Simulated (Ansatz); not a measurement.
LiH: response to strain

Start from LiH in the rock salt structure (space group Fm-3m, No. 225).

```yaml
crystal:
  lattice:
    - [0.00000, 2.00193, 2.00193]
    - [2.00193, 0.00000, 2.00193]
    - [2.00193, 2.00193, 0.00000]
  atoms:
    - { symbol: H, position: [0.00000, 0.00000, 0.00000] }
    - { symbol: Li, position: [0.50000, 0.50000, 0.50000] }
```

Cartesian axes are those of the cell as printed.

Strains are applied to the cell and any free atomic positions relax; under biaxial strain the out-of-plane vector relaxes too; under stress the whole cell relaxes.

Method: r2SCAN (Ansatz, an electronic-structure program, PAW, scalar-relativistic without spin-orbit coupling), earlier PAW set.

Notes on the quantities. energy relative to the base: free energy F.

| change | band gap | volume per atom | energy relative to the base |
|---|---|---|---|
| base | 3.63 eV | 8.02 Å³ | 0 meV/atom |
| biaxial strain +1.80 %, plane normal [001], relaxed out of plane | 3.42 eV | 8.27 Å³ | +1.4 meV/atom |
| biaxial strain +1.90 %, plane normal [001], relaxed out of plane | 3.41 eV | 8.28 Å³ | +1.6 meV/atom |
| isotropic strain +1.76 % | 3.66 eV | 8.45 Å³ | +2.4 meV/atom |
| isotropic strain +3.85 % | 3.69 eV | 8.99 Å³ | +11 meV/atom |
| uniaxial strain ε_yy = −2.18 % | 3.40 eV | 7.85 Å³ | +1.1 meV/atom |
| uniaxial strain ε_yy = −0.84 % | 3.54 eV | 7.96 Å³ | +0.2 meV/atom |
| uniaxial stress, 5 GPa compression along x | 3.03 eV | 7.73 Å³ | +5.9 meV/atom |

Stability under load was not tested beyond the relaxation.
